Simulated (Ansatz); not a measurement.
# BaTe, one cell by several methods

```
Ba Te
1.0
     0.00000    3.41000    3.41000
     3.41000    0.00000    3.41000
     3.41000    3.41000    0.00000
Ba Te
1 1
Direct
  0.00000 0.00000 0.00000
  0.50000 0.50000 0.50000
```

Atoms are numbered in the order listed.

Conventional cell: a = 6.820 Å, b = 6.820 Å, c = 6.820 Å, α = 90.00°, β = 90.00°, γ = 90.00°. Ba (atom 1) is surrounded by 6 Te at 3.41 Å. Te (atom 2) is surrounded by 6 Ba at 3.41 Å.

The cell comes from COD entry 1010423, which wasn't checked; take it as a given geometry. It is an old determination, and later ones may differ.

No spin–orbit coupling, which matters for the heavy atoms here.

Methods: DFT, LDA, PAW with Ansatz's default frozen-core files, scalar-relativistic (Ansatz 0.2.0); DFT, LDA, all-electron LAPW, scalar-relativistic (Ansatz 0.2.0).

For PAW: a Γ-centred 10×10×10 k mesh, Fermi–Dirac smearing of 0.05 eV, cutoff 420 eV, no spin polarisation; the PAW files were made with PBE, and the program remakes their frozen cores for this functional. LAPW targets a basis error of 0.5 meV/atom. The Ansatz runs share mesh, smearing and spin set-up. Plane-wave (PAW) pressures include the program's estimate of the Pulay term.

Stress and pressure are positive in compression.

Levels count from the top of the valence band.

```csv
quantity,PAW,LAPW
pressure (GPa),0.75,0.75
band gap (eV),1.314,1.314
highest filled level at K (eV),-0.803,-0.803
lowest empty level at K (eV),2.447,2.447
highest filled level at Γ (eV),0.000,0.000
lowest empty level at Γ (eV),2.864,2.863
highest filled level at X (eV),-0.343,-0.343
lowest empty level at X (eV),1.314,1.314
```

PAW's pressure differs from the LAPW value by about 0.01 GPa or less.
